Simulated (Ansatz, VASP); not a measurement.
One calculation of V, two programs

INCAR

```
PREC = Accurate
ENCUT = 520
EDIFF = 1E-7
ISMEAR = -1
SIGMA = 0.05
LREAL = False
LASPH = True
NELM = 150
ALGO = Normal
ISIF = 2
LWAVE = False
LCHARG = False
ISPIN = 2
MAGMOM = 2
LORBIT = 11
LMAXMIX = 4
NBANDS = 16
```

File KPOINTS:

```
Automatic mesh
0
Gamma
  12 12 12
```

The input POSCAR:

```
V
1.0
   -1.5041862709      1.5041862709      1.5041862709
    1.5041862709     -1.5041862709      1.5041862709
    1.5041862709      1.5041862709     -1.5041862709
V
1
Direct
    0.0000000000      0.0000000000      0.0000000000
```

File input.yaml:

```yaml
crystal:
  lattice:
    - [-1.5041862709, 1.5041862709, 1.5041862709]
    - [1.5041862709, -1.5041862709, 1.5041862709]
    - [1.5041862709, 1.5041862709, -1.5041862709]
  atoms:
    - { symbol: V, position: [0.0, 0.0, 0.0], spin: 2.0 }
kpoints:
  mp_grid: { grid: [12, 12, 12] }
scf:
  occupations: { method: fermi_dirac, width: 0.05 }
hamiltonian:
  xc: lda
  pseudopotentials: { kind: all_electron, lapw: { basis_error: 0.001 } }
magnetization:
  spin_polarized: true
output:
  forces: true
  stress: true
  eigenvalues: true
```

Change from the starting cell: volume scaled by 0.98.

Alike in both runs: task single point; functional LDA; k mesh 12 × 12 × 12; occupations fermi-dirac, width 0.05 eV; collinear spin.

```csv
,VASP,Ansatz
version,VASP 6.6.1,Ansatz 0.2.0
potentials or method,"VASP PAW LDA potentials, release 64 (V_sv)","all-electron LAPW, scalar-relativistic"
plane-wave cutoff (eV),520,see its input
```

```csv
,VASP,Ansatz,Ansatz less VASP
gap on the k mesh at the Fermi level (eV),none,none,-
pressure (GPa),-14.5,-14.9,-0.38
net moment per atom (μB),0.00,0.00,-0.001
```

A gap of «none» marks a metal or a gap that the smearing closes. Ansatz ran all-electron here, so the differences hold the error of VASP's frozen core and of both bases.

Caveats: the starting moments weren't kept (Ansatz).
